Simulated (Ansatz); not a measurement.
RuO₂ (rutile)

```
RuO2
1.0
    4.52339     0.00000     0.00000
    0.00000     4.52339     0.00000
    0.00000     0.00000     3.11902
Ru O
2 4
Direct
  0.50000   0.50000   0.50000
  0.00000   0.00000   0.00000
  0.80567   0.80567   0.50000
  0.30567   0.69433   0.00000
  0.69433   0.30567   0.00000
  0.19433   0.19433   0.50000
```

The slice is a (-1 2 0) plane (indices of the conventional cell) through the point (0.806, 0.806, 0.500) (fractional), spanned by u = [001] and v = [210] in vectors of this cell: u (3.12 Å) and v (10.11 Å, at 90° to u). It covers one period; positions are fractions (u, v).

The numbers are results of PBE (plane waves to 420 eV, PAW, scalar-relativistic; Ansatz, a quantum-chemistry and plane-wave program), not measurements. k mesh 10×10×15. Inside the PAW spheres the values are not all-electron values, and peaks at nuclei hang on which shells count as valence. RuO2 is run without spin polarisation and with no Hubbard U. RuO2 was relaxed with its symmetry unable to fall.

Sketch the electrostatic potential energy of an electron, from the cell's mean on this plane as a map.


```
v \ u  0.00  0.12  0.25  0.38  0.50  0.62  0.75  0.88
-----  ----  ----  ----  ----  ----  ----  ----  ----
0.90   <4.0  <4.0   7.2  10.2  10.9  10.2   7.2  <4.0
0.80      x     x  <4.0     x     x     x  <4.0     x
0.70    8.2   8.9  10.3  10.8  10.5  10.8  10.3   8.9
0.60   12.4  12.4  12.3  12.2  12.0  12.2  12.3  12.4
0.50   10.8  10.8   9.1     x     x     x   9.1  10.8
0.40    9.2   9.7   9.6     x     x     x   9.6   9.7
0.30   11.1  11.6  12.0  12.0  12.0  12.0  12.0  11.6
0.20    8.7   8.2   5.3  <4.0  <4.0  <4.0   5.3   8.2
0.10    8.0   5.6  <4.0     x     x     x  <4.0   5.6
0.00      x     x     x   7.4   6.7   7.4     x     x
```

Values: electrostatic potential energy of an electron, from the cell's mean, in eV. Points within 0.8 Å of a nucleus are blanked (x), as the pseudised field means little there. Values under 4 eV are set to 4. The zero, the cell's mean, hangs on the PAW cores.
